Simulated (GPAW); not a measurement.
# GaN (F-43m) in GPAW: notebook, part 2 of 2

GPAW 26.7.0. The steps go on from the part before.

## (3) Born charges, BLYP+D3

File run.py:

```python
import json
import numpy as np
from ase import Atoms
from ase.calculators.mixing import SumCalculator
from ase.constraints import FixSymmetry
from ase.filters import FrechetCellFilter
from ase.io import read, write
from ase.optimize import BFGS
from dftd3.ase import DFTD3
from phonopy import Phonopy
from phonopy.structure.atoms import PhonopyAtoms
from gpaw import GPAW, PW, setup_paths
from gpaw.berryphase import polarization_phase

setup_paths.insert(0, '.')

atoms = read('GaN.xyz')

calc = GPAW(mode=PW(800),
            xc='BLYP',
            kpts={'size': (5, 5, 5), 'gamma': True},
            occupations={'name': 'fermi-dirac', 'width': 0.01},
            nbands=11,
            convergence={'density': 1e-06, 'forces': 0.0001, 'eigenstates': 1e-09},
            maxiter=150,
            txt='gpaw.txt')
atoms.calc = SumCalculator([calc, DFTD3(method='blyp', damping='d3zero')])
atoms.set_constraint(FixSymmetry(atoms))
BFGS(FrechetCellFilter(atoms), trajectory='relax.traj', logfile='-').run(fmax=0.005, steps=40)
atoms.set_constraint()
energy = atoms.get_potential_energy()
forces = atoms.get_forces()
stress = atoms.get_stress()
calc.write('gs.gpw')
write('result.traj', atoms)
print('Cell:', atoms.cell.cellpar().round(4))
print(atoms.get_scaled_positions().round(5))

n = len(atoms)
unit = PhonopyAtoms(symbols=atoms.get_chemical_symbols(), cell=atoms.cell[:], scaled_positions=atoms.get_scaled_positions())
ph = Phonopy(unit, supercell_matrix=np.eye(3, dtype=int), primitive_matrix=np.eye(3), symprec=1e-4)
ph.generate_displacements(distance=0.02, is_plusminus=True)
forces, phases = [], []
for i, move in enumerate(ph.dataset['first_atoms']):
    b = atoms.copy()
    b.positions[move['number']] += move['displacement']
    c = GPAW(mode=PW(680),
             xc='BLYP',
             kpts={'size': (5, 5, 5), 'gamma': True},
             occupations={'name': 'fermi-dirac', 'width': 0.01},
             nbands=11,
             convergence={'density': 1e-06, 'forces': 0.0001, 'eigenstates': 1e-09},
             maxiter=150,
             symmetry='off',
             txt=f'disp-{i:02d}.txt')
    b.calc = SumCalculator([c, DFTD3(method='blyp', damping='d3zero')])
    f = b.get_forces()
    forces.append(f - f.mean(axis=0))
    c.write('disp.gpw', 'all')
    phases.append(polarization_phase(gpw_wfs='disp.gpw')['phase_c'])
    print(move['number'], np.round(move['displacement'], 4), 'phases', phases[-1].round(5), flush=True)

# each pair of opposite moves, with its images under the space group
ops, cell, spos = ph.symmetry.symmetry_operations, atoms.cell[:].T, atoms.get_scaled_positions()
moves, dipoles = [[] for a in atoms], [[] for a in atoms]
for move, up, down in zip(ph.dataset['first_atoms'][::2], phases[::2], phases[1::2]):
    dphi = (up - down + np.pi) % (2 * np.pi) - np.pi
    dp = dphi @ atoms.cell[:] / (2 * np.pi)  # e A
    for w, t in zip(ops['rotations'], ops['translations']):
        x = w @ spos[move['number']] + t - spos
        b = np.linalg.norm(x - x.round(), axis=1).argmin()
        R = cell @ w @ np.linalg.inv(cell)
        moves[b].append(R @ move['displacement'] * 2)
        dipoles[b].append(R @ dp)
Z = np.array([np.linalg.lstsq(np.array(u), np.array(p), rcond=None)[0].T for u, p in zip(moves, dipoles)])  # Z[a, i, j] = dp_i / du_j
ph.forces = forces
ph.produce_force_constants()
ph.symmetrize_force_constants()
H = ph.force_constants.transpose(0, 2, 1, 3).reshape((3 * n, 3 * n))
rule = Z.sum(axis=0)
print('Sum of the charges:')
print(rule.round(4))
Z -= rule / n
for a in atoms:
    print(a.symbol)
    print(Z[a.index].round(3))
w = np.repeat(atoms.get_masses()**-0.5, 3)
omega2, modes = np.linalg.eigh(H * w * w[:, None])
nu = np.sign(omega2) * abs(omega2)**0.5 * 521.4709  # cm^-1
dipoles = np.einsum('aij,ajm->mi', Z, (modes * w[:, None]).reshape((n, 3, -1)))  # e / amu^0.5
optical = np.argsort(abs(omega2))[3:]
eps_ion = sum(np.outer(dipoles[m], dipoles[m]) / omega2[m] for m in optical) * 4 * np.pi * 14.399645 / atoms.get_volume()
for m in range(3 * n):
    print(f'{nu[m]:9.2f} cm^-1  IR {(dipoles[m]**2).sum():8.4f} e^2/amu')
print('Lattice part of the dielectric tensor:')
print(eps_ion.round(3))
json.dump({'Z': Z.tolist(), 'rule': rule.tolist(), 'nu': nu.tolist(), 'ir': (dipoles**2).sum(1).tolist(), 'eps_ion': eps_ion.tolist()},
          open('born.json', 'w'))
```

File GaN.xyz:

```xyz
2
Lattice="0.0000000000 2.2535006075 2.2535006075 2.2535006075 0.0000000000 2.2535006075 2.2535006075 2.2535006075 0.0000000000" Properties=species:S:1:pos:R:3 pbc="T T T"
Ga     0.0000000000      0.0000000000      0.0000000000
N      1.1267503038      1.1267503038      1.1267503038
```

Potentials or basis: PAW data sets generated in the run's folder for this functional, pw.

On the command line:

```
$ gpaw-setup -f BLYP Ga N
$ OMP_NUM_THREADS=1 python run.py
```

gpaw.txt:

```text
__  _  _
 | _ |_)|_||  |
 |__||  | ||/\| - 26.7.0

Input parameters:
  mode=PW(ecut=800.0),
  convergence={'density': 1e-06, 'forces': 0.0001, 'eigenstates': 1e-09},
  kpts=MonkhorstPack(size=(5, 5, 5), gamma=True),
  maxiter=150,
  nbands=11,
  occupations=Occupations(name='fermi-dirac', width=0.01),
  xc=XC(name='BLYP')

Diagonalizing LCAO Hamiltonian
Converting LCAO to pw mode

           N
       Ga

Atoms  # Å, Bohr magnetons
|   | symbol |        x |        y |        z |    initial magnetic moments |
|---|--------|----------|----------|----------|-----------------------------|
| 0 |     Ga | 0.000000 | 0.000000 | 0.000000 | ( 0.0000,  0.0000,  0.0000) |
| 1 |      N | 1.126750 | 1.126750 | 1.126750 | ( 0.0000,  0.0000,  0.0000) |
[... 216 lines left out ...]
Stress tensor  # eV/Ang^3
|         x |         y |         z |
|-----------|-----------|-----------|
| -0.106236 | -0.000000 |  0.000000 |
| -0.000000 | -0.106236 |  0.000000 |
|  0.000000 |  0.000000 | -0.106236 |

Forces  # eV/Ang
|       x |       y |       z |
|---------|---------|---------|
| 0.00000 | 0.00000 | 0.00000 |  # Ga   0
| 0.00000 | 0.00000 | 0.00000 |  # N    1

Interpolating wave functions to new cell

           N
       Ga

Atoms  # Å, Bohr magnetons
|   | symbol |        x |        y |        z |    initial magnetic moments |
|---|--------|----------|----------|----------|-----------------------------|
| 0 |     Ga | 0.000000 | 0.000000 | 0.000000 | ( 0.0000,  0.0000,  0.0000) |
| 1 |      N | 1.132886 | 1.132886 | 1.132886 | ( 0.0000,  0.0000,  0.0000) |

Unit cell  # Å
| periodic |         x |         y |         z |  lengths |    angles |
|----------|-----------|-----------|-----------|----------|-----------|
|      yes | -0.000000 |  2.265772 |  2.265772 | 3.204286 | 60.000000 |
|      yes |  2.265772 | -0.000000 |  2.265772 | 3.204286 | 60.000000 |
|      yes |  2.265772 |  2.265772 | -0.000000 | 3.204286 | 60.000000 |

Number of symmetries: 24
Symmetry operations  # r_c * U_cc + t_c -> r_c
|    | kind |            matrix            |
|----|------|------------------------------|
|  0 |  E   |  1, 0, 0,  0, 1, 0,  0, 0, 1 |
|  1 |  σ   |  1, 0, 0,  0, 0, 1,  0, 1, 0 |
|  2 |  σ   |  1, 0,-1,  0, 1,-1,  0, 0,-1 |
|  3 |  C3  |  1, 0,-1,  0, 0,-1,  0, 1,-1 |
|  4 |  C3  |  1,-1, 0,  0,-1, 1,  0,-1, 0 |
|  5 |  σ   |  1,-1, 0,  0,-1, 0,  0,-1, 1 |
|  6 |  σ   |  0, 1, 0,  1, 0, 0,  0, 0, 1 |
|  7 |  C3  |  0, 1, 0,  0, 0, 1,  1, 0, 0 |
|  8 |  C2  |  0, 1,-1,  1, 0,-1,  0, 0,-1 |
[... 194 lines left out ...]
Stress tensor  # eV/Ang^3
|         x |         y |         z |
|-----------|-----------|-----------|
| -0.081987 |  0.000000 | -0.000000 |
|  0.000000 | -0.081987 |  0.000000 |
| -0.000000 |  0.000000 | -0.081987 |

Forces  # eV/Ang
|        x |        y |        z |
|----------|----------|----------|
| -0.00000 | -0.00000 |  0.00000 |  # Ga   0
|  0.00000 | -0.00000 | -0.00000 |  # N    1

Interpolating wave functions to new cell

           N
[... 223 lines left out ...]
Stress tensor  # eV/Ang^3
|         x |         y |         z |
|-----------|-----------|-----------|
| -0.040216 | -0.000000 | -0.000000 |
| -0.000000 | -0.040216 | -0.000000 |
| -0.000000 | -0.000000 | -0.040216 |

Forces  # eV/Ang
|       x |        y |        z |
|---------|----------|----------|
| 0.00000 |  0.00000 |  0.00000 |  # Ga   0
| 0.00000 | -0.00000 | -0.00000 |  # N    1

Interpolating wave functions to new cell

           N
[... 221 lines left out ...]
Stress tensor  # eV/Ang^3
|         x |         y |         z |
|-----------|-----------|-----------|
| -0.037242 |  0.000000 |  0.000000 |
|  0.000000 | -0.037242 |  0.000000 |
|  0.000000 |  0.000000 | -0.037242 |

Forces  # eV/Ang
|       x |        y |        z |
|---------|----------|----------|
| 0.00000 | -0.00000 | -0.00000 |  # Ga   0
| 0.00000 |  0.00000 |  0.00000 |  # N    1

# Writing to gs.gpw (mode='')
```

stdout:

```text
Step          Energy          fmax
BFGS:    0      -11.570368        0.760320
BFGS:    1      -11.592016        0.500435
BFGS:    2      -11.612606        0.035580
BFGS:    3      -11.612872        0.001518
Cell: [ 3.2406  3.2406  3.2406 60.     60.     60.    ]
[[0.   0.   0.  ]
 [0.25 0.25 0.25]]
0 [0.     0.0141 0.0141] phases [7.97718 7.87123 7.87123]
0 [-0.     -0.0141 -0.0141] phases [26.61482  7.87123  7.87123]
1 [0.     0.0141 0.0141] phases [7.76525 7.87123 7.87123]
1 [-0.     -0.0141 -0.0141] phases [7.97718 7.87123 7.87123]
Sum of the charges:
[[-0.0002 -0.     -0.    ]
 [ 0.     -0.0002  0.    ]
 [ 0.      0.     -0.0002]]
Ga
[[ 2.732 -0.    -0.   ]
 [ 0.     2.732  0.   ]
 [ 0.    -0.     2.732]]
N
[[-2.732  0.     0.   ]
 [ 0.    -2.732 -0.   ]
 [ 0.     0.    -2.732]]
    -0.00 cm^-1  IR   0.0000 e^2/amu
    -0.00 cm^-1  IR   0.0000 e^2/amu
    -0.00 cm^-1  IR   0.0000 e^2/amu
   565.85 cm^-1  IR   0.6401 e^2/amu
   565.85 cm^-1  IR   0.6401 e^2/amu
   565.85 cm^-1  IR   0.6401 e^2/amu
Lattice part of the dielectric tensor:
[[ 4.088 -0.    -0.   ]
 [-0.     4.088 -0.   ]
 [-0.    -0.     4.088]]
```

It took 1.8 min on 1 thread of Arm Neoverse V1, shared host; peak memory 0.3 GiB.

Results:

```yaml
Free_energy: -11.6129 eV
Relaxed_volume: 12.03 Å³/atom
Relaxed_cell: a = 3.241 Å, b = 3.241 Å, c = 3.241 Å, α = 60.00°, β = 60.00°, γ = 60.00°
Space_group_after_relaxing_to_0.05_Å: F-43m (No. 216)
Pressure_after_relaxing: 0.0 GPa
Band_gap_on_the_k_mesh: 1.60 eV, direct
Born_charges_mean_of_the_diagonal: Ga +2.73; N -2.73 e
Highest_phonon_frequency_at_Γ_LO-TO_splitting_left_out: 566 cm⁻¹
Dispersion_energy_per_atom: -0.317 eV
```

Final structure:
```
Ga N
1.0
     0.00000    2.29142    2.29142
     2.29142    0.00000    2.29142
     2.29142    2.29142    0.00000
Ga N
1 1
Direct
  0.00000 0.00000 0.00000
  0.25000 0.25000 0.25000
```

Phonon frequencies in cm⁻¹ (negative: imaginary):
```csv
q point,frequencies
"(0.000, 0.000, 0.000)",0 0 0 566 566 566
```

Born effective charge tensors (e):
atom 1, Ga
```
2.73 0.00 0.00
0.00 2.73 0.00
0.00 0.00 2.73
```
atom 2, N
```
-2.73  0.00  0.00
 0.00 -2.73  0.00
 0.00  0.00 -2.73
```

Caveat: the k mesh is coarse (spacing up to 0.48 Å⁻¹), so the values aren't converged; the cutoff is short for stress and forces, so pressures can be off by a GPa or more; the data sets keep Ga 3d, Li 1s and Be 1s frozen, and some such compounds lay over 1.5 % in volume off other programs; the LO-TO splitting is left out.

## (4) G0W0 quasiparticle levels, LDA

File run.py:

```python
import json
import numpy as np
from ase.dft.bandgap import bandgap
from ase.io import write
from ase.spacegroup import crystal
from gpaw import GPAW, PW
from gpaw.response.g0w0 import G0W0

# Ga 4a
# N 4d
atoms = crystal(['Ga', 'N'],
                basis=[[0.0, 0.0, 0.0],
                       [0.25, 0.25, 0.75]],
                spacegroup=216, setting=1,  # F-43m
                cellpar=[4.50700122, 4.50700122, 4.50700122, 90.0, 90.0, 90.0],
                primitive_cell=True)

calc = GPAW(mode=PW(600),
            xc='LDA',
            kpts={'size': (6, 6, 6), 'gamma': True},
            occupations={'name': 'fermi-dirac', 'width': 0.05},
            nbands=11,
            convergence={'density': 1e-06},
            maxiter=80,
            txt='gpaw.txt')
atoms.calc = calc
energy = atoms.get_potential_energy()
calc.write('gs.gpw')
write('result.traj', atoms)
print(f'Energy: {energy:.6f} eV')
print('Fermi level:', round(calc.get_fermi_level(), 4), 'eV')
print(f'Gap: {bandgap(calc)[0]:.4f} eV, direct: {bandgap(calc, direct=True)[0]:.4f} eV')

calc.diagonalize_full_hamiltonian(nbands=28)
calc.write('full.gpw', mode='all')

ibz = calc.get_ibz_k_points()
gap, vbm, cbm = bandgap(calc, output=None)
gap, direct, _ = bandgap(calc, direct=True, output=None)
gamma = int(np.abs(ibz).sum(1).argmin())
kpts = sorted({gamma, vbm[1], cbm[1], direct[1]})
gw = G0W0(calc='full.gpw',
          filename='gw',
          ecut=60,
          ecut_extrapolation=True,
          relbands=(-3, 3),
          kpts=kpts,
          integrate_gamma='WS',
          ppa=True)
gw.calculate()
results = {mode: {key: np.asarray(r[key]).tolist() for key in ['f', 'eps', 'vxc', 'exx', 'sigma', 'Z', 'qp', 'sigma_eskn']}
           for mode, r in gw.all_results.items()}
json.dump({'kpts': ibz[kpts].tolist(), 'results': results}, open('gw.json', 'w'))
for mode, r in results.items():
    f, qp = np.array(r['f']), np.array(r['qp'])
    print(mode, 'quasiparticle energies (eV):')
    print(qp.round(3))
    print(mode, 'gap:', round(qp[f < 0.5].min() - qp[f > 0.5].max(), 4), 'eV')
```

Potentials or basis: the program's PAW data sets (release 1.2.1) made for this functional, pw.

On the command line:

```
$ OMP_NUM_THREADS=1 python run.py
```

gpaw.txt:

```text
__  _  _
 | _ |_)|_||  |
 |__||  | ||/\| - 26.7.0

Input parameters:
  mode=PW(ecut=600.0),
  convergence={'density': 1e-06},
  kpts=MonkhorstPack(size=(6, 6, 6), gamma=True),
  maxiter=80,
  nbands=11,
  occupations=Occupations(name='fermi-dirac', width=0.05),
  xc=XC(name='LDA')

Diagonalizing LCAO Hamiltonian
Converting LCAO to pw mode

                  N

       Ga

Atoms  # Å, Bohr magnetons
|   | symbol |        x |        y |        z |    initial magnetic moments |
|---|--------|----------|----------|----------|-----------------------------|
| 0 |     Ga | 0.000000 | 0.000000 | 0.000000 | ( 0.0000,  0.0000,  0.0000) |
| 1 |      N | 3.380251 | 3.380251 | 3.380251 | ( 0.0000,  0.0000,  0.0000) |

Unit cell  # Å
| periodic |        x |        y |        z |  lengths |    angles |
|----------|----------|----------|----------|----------|-----------|
|      yes | 0.000000 | 2.253501 | 2.253501 | 3.186931 | 60.000000 |
|      yes | 2.253501 | 0.000000 | 2.253501 | 3.186931 | 60.000000 |
|      yes | 2.253501 | 2.253501 | 0.000000 | 3.186931 | 60.000000 |

Number of symmetries: 24
Symmetry operations  # r_c * U_cc + t_c -> r_c
|    | kind |            matrix            |
|----|------|------------------------------|
|  0 |  E   |  1, 0, 0,  0, 1, 0,  0, 0, 1 |
|  1 |  σ   |  1, 0, 0,  0, 0, 1,  0, 1, 0 |
|  2 |  σ   |  1, 0,-1,  0, 1,-1,  0, 0,-1 |
|  3 |  C3  |  1, 0,-1,  0, 0,-1,  0, 1,-1 |
|  4 |  C3  |  1,-1, 0,  0,-1, 1,  0,-1, 0 |
|  5 |  σ   |  1,-1, 0,  0,-1, 0,  0,-1, 1 |
|  6 |  σ   |  0, 1, 0,  1, 0, 0,  0, 0, 1 |
|  7 |  C3  |  0, 1, 0,  0, 0, 1,  1, 0, 0 |
|  8 |  C2  |  0, 1,-1,  1, 0,-1,  0, 0,-1 |
|  9 |  S4  |  0, 1,-1,  0, 0,-1,  1, 0,-1 |
| 10 |  C3  |  0, 0, 1,  1, 0, 0,  0, 1, 0 |
| 11 |  σ   |  0, 0, 1,  0, 1, 0,  1, 0, 0 |
| 12 |  S4  |  0, 0,-1,  1, 0,-1,  0, 1,-1 |
| 13 |  C3  |  0, 0,-1,  0, 1,-1,  1, 0,-1 |
| 14 |  S4  |  0,-1, 1,  1,-1, 0,  0,-1, 0 |
| 15 |  C2  |  0,-1, 1,  0,-1, 0,  1,-1, 0 |
| 16 |  C3  |  0,-1, 0,  1,-1, 0,  0,-1, 1 |
| 17 |  S4  |  0,-1, 0,  0,-1, 1,  1,-1, 0 |
| 18 |  S4  | -1, 1, 0, -1, 0, 1, -1, 0, 0 |
| 19 |  C3  | -1, 1, 0, -1, 0, 0, -1, 0, 1 |
| 20 |  C3  | -1, 0, 1, -1, 1, 0, -1, 0, 0 |
| 21 |  S4  | -1, 0, 1, -1, 0, 0, -1, 1, 0 |
| 22 |  σ   | -1, 0, 0, -1, 1, 0, -1, 0, 1 |
| 23 |  C2  | -1, 0, 0, -1, 0, 1, -1, 1, 0 |

BZ-sampling:
  Number of BZ points: 216
  Number of IBZ points: 16

  Monkhorst-Pack size: [6, 6, 6]
  Monkhorst-Pack shift: [0.08333333333333333, 0.08333333333333333, 0.08333333333333333]

K-points  # in reciprocal-cell coordinates
|     |                                coordinates |     weight |
|-----|--------------------------------------------|------------|
|   0 | (  0.00000000,   0.00000000,   0.00000000) | 0.00462963 |
|   1 | (  0.16666667,   0.16666667,   0.00000000) | 0.02777778 |
|   2 | (  0.16666667,   0.16666667,   0.16666667) | 0.03703704 |
|   3 | (  0.33333333,   0.16666667,   0.16666667) | 0.05555556 |
|   4 | (  0.33333333,   0.33333333,  -0.33333333) | 0.05555556 |
|   5 | (  0.33333333,   0.33333333,   0.00000000) | 0.02777778 |
|   6 | (  0.33333333,   0.33333333,   0.16666667) | 0.11111111 |
|   7 | (  0.33333333,   0.33333333,   0.33333333) | 0.03703704 |
|   8 | (  0.50000000,   0.33333333,  -0.33333333) | 0.11111111 |
|   9 | (  0.50000000,   0.33333333,  -0.16666667) | 0.05555556 |
| ... |                                            |            |
|  15 | (  0.50000000,   0.50000000,   0.50000000) | 0.01851852 |

Plane wave coefficients: 778
Cutoff: 600.0 eV

Spin-components: 1 (collinear spins)
Bands:           11
Projectors:      10
Spin-degeneracy: 2
Datatype:        complex128

Density:
  Valence electrons: 8.0
  Components: 1
  Grid points: [20 20 20]
  Charge: 0.0  # |e|

Potential:
  Grid points: [20 20 20]

species:
  Ga:
    name:    Gallium
    Z:       31.0
    valence: 3
    core:    28
    charge:  0.0  # [|e|]
    compensation charges:
      type: gauss
      rc: 0.37  # [Å]
      lmax: 2
    cutoffs:
      filter: 2.06  # [Å]
      core: 4.17  # [Å]
    projectors
    | kind |    occ | energy [eV] | rcut [Å] |
    |------|--------|-------------|----------|
    |   4s |  2.000 |      -9.167 |    1.164 |
    |   4p |  1.000 |      -2.734 |    1.164 |
    |    s |        |      18.045 |    1.164 |
    |    p |        |      24.478 |    1.164 |
    |    d |        |       0.000 |    1.164 |

    Using partial waves for Ga as LCAO basis

  N:
    name:    Nitrogen
    Z:       7.0
    valence: 5
    core:    2
    charge:  0.0  # [|e|]
    compensation charges:
      type: gauss
      rc: 0.18  # [Å]
      lmax: 2
    cutoffs:
      filter: 1.11  # [Å]
      core: 0.96  # [Å]
    projectors
    | kind |    occ | energy [eV] | rcut [Å] |
    |------|--------|-------------|----------|
    |   2s |  2.000 |     -18.420 |    0.603 |
    |   2p |  3.000 |      -7.237 |    0.529 |
    |    s |        |       8.791 |    0.603 |
    |    p |        |      19.974 |    0.529 |
    |    d |        |       0.000 |    0.577 |

    Using partial waves for N as LCAO basis

Reference energy: -54278.930546  # eV

eigensolver:
  PPCG
  Converge bands: occupied
  niter=2

density mixing:
  MSR1-Mixer
  Pratt-step length: 0.05
  Maximum mixing coefficient: 0.75
  Old densities: 10
  SVD Regularization: 0.005
  Good broyden scale: 1.0
  Trust region scale: 1.0
  Backstep threshold: 4.0
  History deletion threshold: 6.0
  Fourier metric: weight=20.0, sigma=0.015

occupation numbers:
  Fermi-Dirac:
    width: 0.0500  # eV

poisson solver:
  ecut: 4800.0  # eV

xc functional:
  name: None

convergence criteria:
- Maximum integral of absolute [dens]ity change: 1e-06 electrons / valence electron
- Maximum [total energy] change in last 3 cyles: 0.0005 eV / valence electron
- Maximum integral of absolute [eigenst]ate change: 4e-08 eV^2 / valence electron
maximum number of iterations: 80

SCF iterations
|iter     | |      energy | eigst |  dens |
|---------|-|-------------|-------|-------|
|iter:   1| |  -15.438927 | -0.32 |       |
|iter:   2| |  -14.977773 | -2.08 | -0.58 |
|iter:   3| |  -13.723520 | -0.77 | -0.63 |
|iter:   4| |  -13.708811 | -3.18 | -1.31 |
|iter:   5| |  -13.704055 | -3.49 | -1.59 |
|iter:   6| |  -13.704054 | -5.82 | -2.83 |
|iter:   7| |  -13.704056c| -6.56 | -3.20 |
|iter:   8| |  -13.704056c| -7.59c| -4.40 |
|iter:   9| |  -13.704056c| -8.47c| -5.16 |
|iter:  10| |  -13.704056c| -9.40c| -5.91 |
|iter:  11| |  -13.704056c|-10.09c| -6.64c|

Converged in 11 steps
Energy contributions relative to reference atoms: (reference = -54278.930546)

Energy contributions:
  Kinetic:          32.246265
  Coulomb:         -28.285031
  Zero:              0.052660
  External:          0.000000
  Xc:              -17.717950
  Entropy:          -0.000000
  Spinorbit:         0.000000
  ----------------------------
  Free energy:     -13.704056
  Extrapolated:    -13.704056

dipole moment: (-10.203790, -10.203790, -10.203790)  # |e|*Ang

Fermi level: 6.981
Eigenvalues  # (at kpt = [0.000, 0.000, 0.000])
| band index |      eig [eV] | occ [0-2] |
|------------|---------------|-----------|
|          0 |        -9.724 |     2.000 |
|          1 |         6.045 |     2.000 |
|          2 |         6.045 |     2.000 |
|          3 |         6.045 |     2.000 |
|          4 |         7.884 |     0.000 |
|          5 |        16.247 |     0.000 |
|          6 |        16.247 |     0.000 |
|          7 |        16.247 |     0.000 |
|          8 |        23.425 |     0.000 |
|          9 |        24.388 |     0.000 |
|         10 |        24.459 |     0.000 |

Gap: 1.839 eV
Transition (v -> c):
  (s=0, k=0, n=3, [0.00, 0.00, 0.00]) -> (s=0, k=0, n=4, [0.00, 0.00, 0.00])
No difference between direct/indirect transitions
# Writing to gs.gpw (mode='')

Matrix size: 778x778
# Writing to full.gpw (mode='all')
```

It took 56 s on 1 thread of Intel Xeon Platinum 8488C (Sapphire Rapids), shared host; peak memory 0.36 GiB.

These settings aren't checked as converged: the numbers below hold their error.

Results:

```
Free energy                              : -13.7041 eV
Band gap on the k mesh, mean-field level : 1.84 eV, direct
Quasiparticle gap                        : 3.15 eV
Least direct quasiparticle gap           : 3.15 eV
```

Caveat: the k mesh is coarse; the extrapolation in the response cutoff is poor; the quasiparticle gap is taken among the few k points that were corrected; the long-wavelength limit can be off by a per cent or two.
